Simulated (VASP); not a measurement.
Input of a VASP 6.6.1 run:

The input INCAR:

```
SYSTEM = Si
ALGO = Normal
EDIFF = 1E-7
ENCUT = 520
GGA = PE
ISIF = 2
ISMEAR = -1
LASPH = .True.
LCHARG = .True.
LELF = .True.
LREAL = .False.
LVHAR = .True.
LWAVE = .False.
NBANDS = 16
NELM = 60
PREC = Accurate
SIGMA = 0.05
```

Contents of KPOINTS:

```
k-points
0
Gamma
  8 8 8
  0 0 0
```

File POSCAR:

```
Si
1.0
    0.0000000000      2.6598984800      4.6432435421
    2.4222677723      0.0000000000      4.6432435421
    2.4222677723      2.6598984800      0.0000000000
Si
4
Direct
    0.2183630000      0.2197730000      0.7959550000
    0.8109450000      0.7701780000      0.2134260000
    0.2618700000      0.7314940000      0.2714670000
    0.7331400000      0.2636830000      0.7197410000
```

Potentials or basis: VASP PAW PBE potentials, release 64 (Si).

Run with:

```bash
$ cat potpaw_PBE.64/Si/POTCAR > POTCAR
$ mpirun -np 1 vasp_std > vasp.out
```

(1) Estimate the band gap on the k mesh.

(2) What does it give for the largest force?

Results:

(1) none (metal or under the smearing width).

(2) 1.096 eV/Å.
